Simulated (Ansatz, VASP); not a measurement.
## One calculation of KF, two programs

The input INCAR:

```
SYSTEM = KF
PREC = Accurate
ENCUT = 520
EDIFF = 1E-6
ISMEAR = 0
SIGMA = 0.05
LREAL = .FALSE.
LASPH = .TRUE.
NELM = 60
ALGO = Normal
ISIF = 2
LWAVE = .FALSE.
LCHARG = .FALSE.
GGA = PE
NBANDS = 15
```

Contents of KPOINTS:

```
Automatic mesh
0
G
  8 8 8
  0 0 0
```

File POSCAR:

```
KF
1.0
    0.0000000000      2.7403375000      2.6066625000
    2.7403375000      0.0000000000      2.6066625000
    2.7403375000      2.7403375000      0.0000000000
K F
1 1
Direct
    0.0000000000      0.0000000000      0.0000000000
    0.5000000000      0.5000000000      0.5000000000
```

Input for Ansatz:

```yaml
crystal:
  lattice:
    - [0.0, 2.7403375, 2.6066625]
    - [2.7403375, 0.0, 2.6066625]
    - [2.7403375, 2.7403375, 0.0]
  atoms:
    - { symbol: K, position: [0.0, 0.0, 0.0] }
    - { symbol: F, position: [0.5, 0.5, 0.5] }
basis:
  ecutwfc: 420
kpoints:
  mp_grid: { grid: [8, 8, 8] }
hamiltonian:
  xc: pbe
scf:
  occupations: { method: gaussian, width: 0.05 }
output:
  forces: true
  stress: true
  eigenvalues: true
```

Change from the starting cell: strain +0.025 along x and y, -0.025 along z, atoms carried along.

Alike in both runs: task single point; functional PBE; k mesh 8 × 8 × 8; occupations gaussian, width 0.05 eV; no spin polarisation.

|  | VASP | Ansatz |
| --- | --- | --- |
| version | VASP 6.6.1 | Ansatz 0.2.0 |
| potentials or method | VASP PAW PBE potentials, release 64 (K_sv, F) | scalar-relativistic, plane waves, PAW |
| plane-wave cutoff (eV) | 520 | 420 |
| valence electrons in the cell | 16 | 16 |

Ansatz gave:

| Item | Value |
| --- | --- |
| gap on the k mesh at the Fermi level (eV) | 5.99 |
| least direct gap on the mesh (eV) | 5.99 |
| pressure (GPa) | 0.7 |
| largest component of the traceless stress (GPa) | 1.83 |

Estimate VASP's values.

gap on the k mesh at the Fermi level (eV): 5.97; least direct gap on the mesh (eV): 5.97; pressure (GPa): 0.7; largest component of the traceless stress (GPa): 1.91.

With one functional, cell and mesh, what is left measures potentials, basis and numerics.

A k mesh can miss the band edges.
